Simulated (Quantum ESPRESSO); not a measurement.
Crystal: MgO.

```
Mg O
1.0
     0.00000    2.09700    2.09700
     2.09700    0.00000    2.09700
     2.09700    2.09700    0.00000
Mg O
1 1
Direct
  0.00000 0.00000 0.00000
  0.50000 0.50000 0.50000
```

The cell is a database's computed one.

Base run:

| Quantity | Value |
| --- | --- |
| Program | Quantum ESPRESSO 7.5 |
| Functional | revPBE |
| Potentials or basis | SG15 PBE 1.2 |
| Cutoff | 1197 eV |
| Density cutoff | 4789 eV |
| k mesh | 11 × 11 × 11 |
| Occupations | fermi-dirac, width 0.05 eV |
| Spin | no spin polarisation |

Its results: band gap on the k mesh 5.05 eV, direct; pressure 11.7 GPa.

Q: After a change of settings the same cell gave: band gap on the k mesh 4.76 eV, direct; pressure 4.6 GPa. Which change was it?
A. functional from revPBE to AM05
B. functional from revPBE to rev-vdW-DF2
C. functional from revPBE to SCAN; k mesh from 11 × 11 × 11 to 8 × 8 × 8
D. functional from revPBE to PBEsol

A: A.

AM05 binds more tightly than revPBE, so the same cell stands under less pressure.

Caveats: the potentials were made for another functional, which shifts forces and pressure.

Runs at the PBE level aren't shown here.
